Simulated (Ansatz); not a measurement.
# Ga (C2/c) in Ansatz: a series of runs

The runs below take Ga through phonons, elastic constants, with PBEsol, LDA.

All numbers are computed with Ansatz 0.2.0; they aren't measurements. Logs are shortened: lines on timing, memory, paths and dates and some standing lists are left out, and cuts for length are marked.

**1. Starting point**

Symmetry: C2/c, No. 15, monoclinic system. Conventional cell: a = 2.766 Å, b = 8.053 Å, c = 3.332 Å, α = 90.00°, β = 92.02°, γ = 90.00°. Around Ga (site symmetry 2) lie 8 Ga at 2.69 to 2.92 Å.

This isn't the form of Ga at room conditions, which is orthorhombic.

**2. Phonons, PBEsol**

Input file input.yaml:

```yaml
crystal:
  lattice:
    - [1.383, -4.0265, 0.0]
    - [1.383, 4.0265, 0.0]
    - [-0.1174474948, 0.0, 3.3299294416]
  atoms:
    - { symbol: Ga, position: [0.131, 0.869, 0.75] }
    - { symbol: Ga, position: [0.869, 0.131, 0.25] }
hamiltonian:
  xc: pbesol
  pseudopotentials: { kind: paw }
kpoints:
  mp_grid: { grid: [7, 7, 6] }
scf:
  occupations: { method: fermi_dirac, width: 0.05 }
phonons:
  method: dfpt
```

Potentials or basis: Ansatz PAW.

On the command line:

```sh
> ansatz run input.yaml --threads 2 --pin off --max-ram 5632MiB --backend cpu --events-out ev --progress --plain --runs-dir out
```

Standard output:

```text
Warning: RAYON_NUM_THREADS=2 ignored (pool sized by the plan → 2); use --threads N
zone centre: on kpoints.mp_grid the ground state, and the responses unless they are solved on pairs of k-points, stand on 88 of the mesh's 294 k-points, reduced under 2 symmetry operations, with k and −k counted as one. Each operation leaves every solved displacement unchanged or reverses it
Engine: ansatz 0.2.0, x86_64-unknown-linux-gnu
Pseudopotentials: kind: paw
Pseudopotential: Ga, paw, valence charge 13, recommended cutoff 420 eV (normal), Ga.paw.azcp
Functional definition: PBEsol
  exchange = pbesol_x
  correlation = pbesol_c
Crystal: 2 atoms, lattice volume = 37.086 Å³
Basis set: ecut = 420 eV, 721 PW (Γ), exchange–correlation on 60×60×48 points (8 copies of the dense FFT grid, shifted against one another)
Bands: 17, of which v1, the nominal top of the filled ones, is band 13 counted from 1 (12 counted from 0)
Symmetry: 4 space group operations
k-points: 88 of 294 (irreducible under 2 space group operations, time reversal used)
Non-local potential: Ga, projectors of the file, l = 0: 2, l = 1: 2, l = 2: 3, l = 3: 1
PAW form: soft (Blöchl's): semilocal exchange-correlation on the pseudo side does not see the compensation charge
PAW frozen core: Ga, regenerated for the run's functional, and the local potential with it (the file was generated under x = pbe(κ = 0.804, μ = 0.2195149727645171), c = pbe(β = 0.06672455060314922))
PAW one-centre angular grid: Ga, 590 points (default); XC on 64 Gauss nodes
Initial density: superposition of atomic densities (neutral atoms: chi_scale 0, normalization atom), corrected by the library's trained network
Initial wavefunctions: pseudopotential atomic-orbital guess
Functional: x = pbesol(κ = 0.804, μ = 0.12345679012345678), c = pbesol(β = 0.046)
SCF iter   1: F=—  HF=-7486.337156 eV  |F-HF|=—  |Δ(HF+E_count)|=         —  Δρ=2.32e-3  dr2=1.68e-3  ethr=1.77e-3  ⟨swp⟩=5.6  Hψ=7120  notcnv=0
preconditioner: auto → Kerker (q_TF=auto, 2.571 Å⁻¹)  [metal: Δε(μ)=0.033 eV  Ē_g=17.154 eV  σ=0.050 eV  W_gap=0.16  n_scr=12 (ndim 8)  ℏωp=31.1 eV  f_vac=0.000  D(μ)=1.04/eV (n_scr^D=4)]
SCF iter   2: F=—  HF=-7486.335827 eV  |F-HF|=—  |Δ(HF+E_count)|=   1.33e-3  Δρ=1.25e-3  dr2=6.77e-4  ethr=6.45e-6  ⟨swp⟩=2.6  Hψ=3387  notcnv=0
SCF iter   3: F=—  HF=-7486.335721 eV  |F-HF|=—  |Δ(HF+E_count)|=   1.06e-4  Δρ=4.68e-4  dr2=1.58e-4  ethr=2.60e-6  ⟨swp⟩=1.1  Hψ=1496  notcnv=0
SCF iter   4: F=—  HF=-7486.335682 eV  |F-HF|=—  |Δ(HF+E_count)|=   3.86e-5  Δρ=1.22e-4  dr2=9.94e-6  ethr=6.09e-7  ⟨swp⟩=2.0  Hψ=1710  notcnv=0
SCF iter   5: F=—  HF=-7486.335682 eV  |F-HF|=—  |Δ(HF+E_count)|=   6.46e-7  Δρ=1.06e-4  dr2=2.03e-6  ethr=3.82e-8  ⟨swp⟩=2.0  Hψ=2636  notcnv=0
SCF iter   6: F=—  HF=-7486.335680 eV  |F-HF|=—  |Δ(HF+E_count)|=   1.43e-6  Δρ=3.89e-5  dr2=2.22e-7  ethr=7.82e-9  ⟨swp⟩=2.0  Hψ=2634  notcnv=0
SCF iter   7: F=—  HF=-7486.335680 eV  |F-HF|=—  |Δ(HF+E_count)|=   1.96e-8  Δρ=1.94e-5  dr2=6.26e-8  ethr=8.53e-10  ⟨swp⟩=2.0  Hψ=2440  notcnv=0
SCF iter   8: F=—  HF=-7486.335680 eV  |F-HF|=—  |Δ(HF+E_count)|=   3.56e-8  Δρ=3.25e-6  dr2=2.21e-9  ethr=2.41e-10  ⟨swp⟩=2.0  Hψ=2385  notcnv=0
SCF iter   9: F=—  HF=-7486.335680 eV  |F-HF|=—  |Δ(HF+E_count)|=   1.27e-9  Δρ=6.97e-7  dr2=9.34e-11  ethr=8.51e-12  ⟨swp⟩=2.0  Hψ=2630  notcnv=0
SCF iter  10: F=-7486.335680 eV  HF=-7486.335680 eV  |F-HF|=1.82e-12  |Δ(HF+E_count)|=  5.82e-11  Δρ=3.79e-8  dr2=3.77e-13  ethr=1.00e-12  ⟨swp⟩=4.5  Hψ=7507  notcnv=0
SCF 1 converged in 10 iterations: F = -7486.335680 eV  dr2 = 3.77e-13
DFPT response loops at Γ: preconditioner auto → Kerker (q_TF=auto, 2.571 Å⁻¹) (partly filled bands, converged f_vac=0.000); β = 1.00, the filter's whole step (`scf.mixing.beta` (0.50) is not read by the response loops under this deck's `scf.mixing.preconditioner`; to damp them name `kerker` or `kerker_dos`, under which they read `scf.mixing.beta`, and type it under 1.00, their step now; both keys bind the ground state too); Broyden in place of MSR1
SCF converged after 10 iterations
Free energy (F): -7486.335680 eV
Harris-Foulkes:  -7486.335680 eV  (|F-HF|=1.82e-12)
Internal energy: -7486.327603 eV  (E = F + TS)
E sigma→0 (E₀):  -7486.331642 eV
Entropy (-TS):   -0.008077 eV (-4.038 meV/atom)
Fermi energy:    9.760091 eV
--- Per-component energies (eV) ---
  E_band       = -71.017858
  E_kinetic    = 230.369396
  E_local      = -3589.603074  (includes V_loc(G=0)·N_el)
  E_nonlocal   = 847.013808
  E_hartree    = 1685.173193
  E_xc         = -137.931620
  E_vxc        = -117.011963  (∫ρ·V_xc dr)
  E_paw        = -3892.877533  (= ΣΔE_a)
  E_vpaw       = -812.132216  (= ΣTr[D̂ρ^β])
  E_aug_tail   = -0.000232  (compensation charges beyond the density's cutoff)
  E_ewald      = -2630.197496
  E_core_change = 1.725956  (= ΣΔE_core)
  E_smearing   = -0.008077  (= −TS)
  E_closure    = -0.000000  (closes the sum)
  Σ components = -7486.335680   (vs F -7486.335680, Δ=0.00e0)
--- Band table (eV; the first three rows and the last of 88) ---
  k-point 0: bands = ["-5.3623", "-5.3551", "-5.3197", "-5.2948", "-5.0189", "-5.0177", "-4.9887", "-4.9863", "-4.9699", "-4.8332", "-1.4935", "7.6463", "8.1108", "11.3630", "15.1526", "19.4061", "19.9088"]
  k-point 1: bands = ["-5.3772", "-5.3194", "-5.3125", "-5.2552", "-5.0608", "-5.0582", "-4.9788", "-4.9509", "-4.9502", "-4.8763", "-1.1112", "7.2736", "8.0923", "9.9852", "17.5898", "17.6198", "18.3913"]
  k-point 2: bands = ["-5.3751", "-5.3275", "-5.2251", "-5.1680", "-5.1032", "-5.0993", "-5.0261", "-4.9692", "-4.9173", "-4.9165", "0.0416", "4.5352", "9.3924", "10.4732", "14.2503", "14.5770", "20.5712"]
  k-point 87: bands = ["-5.3191", "-5.3191", "-5.2287", "-5.2287", "-5.0460", "-5.0460", "-5.0039", "-5.0039", "-4.9764", "-4.9764", "3.5160", "3.5160", "5.6500", "5.6500", "20.5522", "20.5522", "20.8053"]
--- Phonons (Γ-DFPT): 3 representative perturbations + reference, on 88 of 294 k-points (Σ response iterations 12) ---
  k mesh reduced under 2 symmetry operations, with k and −k counted as one. Each operation leaves every solved displacement unchanged or reverses it
  ASR residual: 2.033e-5 → 0.000e0 eV/Å²; symmetrization residual: 2.838e-7 eV/Å²
  ASR residual per site (eV/Å²): 2.03e-5 2.03e-5
  Γ frequencies (cm⁻¹): 0.00 0.00 0.00 28.96 125.77 192.76
  non-analytic LO–TO correction: not included (Born effective charges unavailable; polar crystals: no LO–TO splitting at Γ)
```

Wall time 30 s (2 threads of Intel Xeon at 2.50GHz (Skylake/Cascade Lake), shared host); peak memory 0.52 GiB.

What came out:

* Free energy: -7486.3357 eV
* Band gap on the k mesh: none (metal or under the smearing width)
* Highest phonon frequency at Γ: 193 cm⁻¹

Levels at points of the mesh, in eV from the Fermi level:
| k point | band 9 | band 10 | band 11 | band 12 | band 13 | band 14 | band 15 | band 16 | band 17 |
| --- | --- | --- | --- | --- | --- | --- | --- | --- | --- |
| (0.00, 0.00, 0.00) | -14.73 | -14.59 | -11.25 | -2.11 | -1.65 | 1.60 | 5.39 | 9.65 | 10.15 |
| (0.00, 0.00, -0.50) | -14.67 | -14.67 | -7.81 | -7.81 | 1.67 | 1.67 | 2.41 | 2.41 | 11.61 |

Phonon frequencies in cm⁻¹ (negative: imaginary):
| q point | frequencies |
| --- | --- |
| (0.000, 0.000, 0.000) | 0 0 0 29 126 193 |

Caveat: the PAW data sets come from PBE, with cores solved anew for the run's functional, which leaves a small shift of forces and pressure.

**3. Elastic constants, LDA**

Edit input.yaml of step 2 so:

```diff
@@ -9,3 +9,3 @@
 hamiltonian:
-  xc: pbesol
+  xc: lda
   pseudopotentials: { kind: paw }
@@ -15,3 +15,7 @@
   occupations: { method: fermi_dirac, width: 0.05 }
-phonons:
-  method: dfpt
+output:
+  forces: true
+  stress: true
+elastic:
+  mode: clamped_ion
+  stencil: two_point
```

Potentials or basis: Ansatz PAW.

On the command line:

```sh
> ansatz run input.yaml --threads 2 --pin off --max-ram 5632MiB --backend cpu --events-out ev --progress --plain --runs-dir out
```

Run time: 55 s. Hardware: 2 threads of Intel Xeon at 2.50GHz (Skylake/Cascade Lake), shared host; peak memory 0.41 GiB.

Results (log left out):

| Property | Result |
| --- | --- |
| Free energy | -7413.8416 eV |
| Pressure | -3.5 GPa |
| Largest force | 0.126 eV/Å |
| Band gap on the k mesh | none (metal or under the smearing width) |
| Voigt bulk modulus | 48 GPa |

Forces on the atoms (eV/Å):
```
Ga   0.000 -0.126  0.000
Ga   0.000  0.126  0.000
```

Stress tensor (GPa, compression positive):
```
-4.25  0.00 -0.50
 0.00 -2.49  0.00
-0.50  0.00 -3.89
```

Levels at points of the mesh, in eV from the Fermi level:
| k point | band 10 | band 11 | band 12 | band 13 | band 14 | band 15 | band 16 | band 17 |
| --- | --- | --- | --- | --- | --- | --- | --- | --- |
| (0.00, 0.00, 0.00) | -14.69 | -11.25 | -2.09 | -1.74 | 1.59 | 5.51 | 9.58 | 10.05 |
| (0.00, 0.00, -0.50) | -14.77 | -7.82 | -7.82 | 1.69 | 1.69 | 2.40 | 2.40 | 11.50 |

Elastic tensor in Voigt notation (GPa, ions clamped, in the Cartesian axes of the cell as first typed):
```
 17  21  99   0 -27   0
 23 113  15   0  -6   0
100  14  29   0  28   0
  0   0   0  10   0 -13
-27  -7  28   0 -15   0
  0   0   0 -13   0  26
```

Caveat: the cell is more than 3 GPa from zero pressure, which shifts response properties; the elastic tensor has a negative eigenvalue, so either the cell is unstable as it stands or the mesh is too thin; the PAW data sets come from PBE, with cores solved anew for the run's functional, which leaves a small shift of forces and pressure.
